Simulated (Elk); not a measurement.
An Elk run on Ag with settings drawn from a wide range, so not all are converged; totals and levels move with the basis, and no second program has checked them. Theory: DFT, LDA (Perdew-Zunger), all-electron APW+lo, Dirac cores, scalar-relativistic bands with second-variational spin-orbit coupling in Elk 11.2.3 with local patches. Elk's input is in atomic units.

Command: `OMP_NUM_THREADS=1 elk`

```
tasks
  0
  110
  115

xctype
  2

rgkmax
  7.5

gmaxvr
  18

lmaxapw
  12

lmaxo
  5

lmaxi
  4

nrmtscf
  1

nempty
  4

epspot
  1e-07

epsengy
  1e-05

maxscl
  100

swidth
  0.002

stype
  3

lradstp
  4

mixtype
  3

hmaxvr
  6

tforce
  .true.

autolinengy
  .true.

spinorb
  .true.

sppath
  './'

avec
  5.53689754515 0.00000000000 0.00000000000
  -2.76844877258 4.79509393228 0.00000000000
  0.00000000000 0.00000000000 9.05178813696

atoms
  1
  'Ag.in'
  2
  0.333333333300 0.666666666700 0.250000000000   0.000 0.000 0.000
  0.666666666700 0.333333333300 0.750000000000   0.000 0.000 0.000

ngridk
  10 10 6
```

Muffin-tin radii in the species files: Ag 2.55 bohr.

The cell comes from COD entry 1509145, which wasn't checked; take it as a given geometry.

Problem. What does the run give?

Solution. It refused before any iteration.
```
Error(init0): requested spin-polarised run with spin-unpolarised
 exchange-correlation functional
```
